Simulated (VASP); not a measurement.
Write the native input for VASP 6.6.1 that does the following.

* Task: relaxation of the atoms
* Functional: PBEsol
* Potentials or basis: VASP PAW PBE potentials, release 64 (Cd, Te)
* Cutoff: 600 eV
* k mesh: 8 × 8 × 8
* Occupations: gaussian, width 0.03 eV
* Spin: no spin polarisation
* Further INCAR settings: ALGO = Normal; EDIFF = 1e-07; IBRION = 2; EDIFFG = -0.01; NSW = 40

The structure of CdTe lies in POSCAR:

```
CdTe                                    
1.0
    0.0000000000      3.2693074123      3.2693074123
    3.2693074123      0.0000000000      3.2693074123
    3.2693074123      3.2693074123      0.0000000000
  Cd              Te            
     1     1
Direct
     0.0000000000000000    0.0000000000000000    0.0000000000000000
     0.2500000000000000    0.2500000000000000    0.2500000000000000
```

The cell isn't the ideal one: a relaxed cell with its volume scaled by 1.02.

The input as run:

INCAR

```
PREC     = Accurate       # precision mode
ENCUT    = 600            # plane-wave cutoff, eV
EDIFF    = 1E-7           # SCF threshold, eV
ISMEAR   = 0              # smearing method
SIGMA    = 0.03           # smearing width, eV
LREAL    = F              # projectors in reciprocal space
LASPH    = T              # aspherical terms in the spheres
NELM     = 80             # most SCF steps
ALGO     = Normal         # electronic algorithm
ISIF     = 2              # what is computed and relaxed
LWAVE    = F              # write WAVECAR
LCHARG   = F              # write CHGCAR
GGA      = PS             # functional
IBRION   = 2              # ionic algorithm
NSW      = 40             # ionic steps
EDIFFG   = -0.01          # ionic threshold
```

KPOINTS

```
regular mesh
0
Gamma
  8 8 8
```

Potentials or basis: VASP PAW PBE potentials, release 64 (Cd, Te).

Launch:

```console
$ cat potpaw_PBE.64/Cd/POTCAR potpaw_PBE.64/Te/POTCAR > POTCAR
$ mpirun -np 1 vasp_std > vasp.out
```

Results of the run:

| Property | Result |
| --- | --- |
| Pressure after relaxing | -0.8 GPa |
| Band gap on the k mesh | 0.58 eV, direct |

Caveat: the relaxation stopped at its first step, so nothing moved; the PAW data sets were made with another functional, which shifts forces and pressure a little; spin-orbit coupling is left out, which moves the levels of the heavy elements.

It took 50 s on 1 thread of Intel(R) Xeon(R) Platinum 8175M CPU @ 2.50GHz (Skylake/Cascade Lake), with other jobs on the host, peak memory 0.25 GiB.
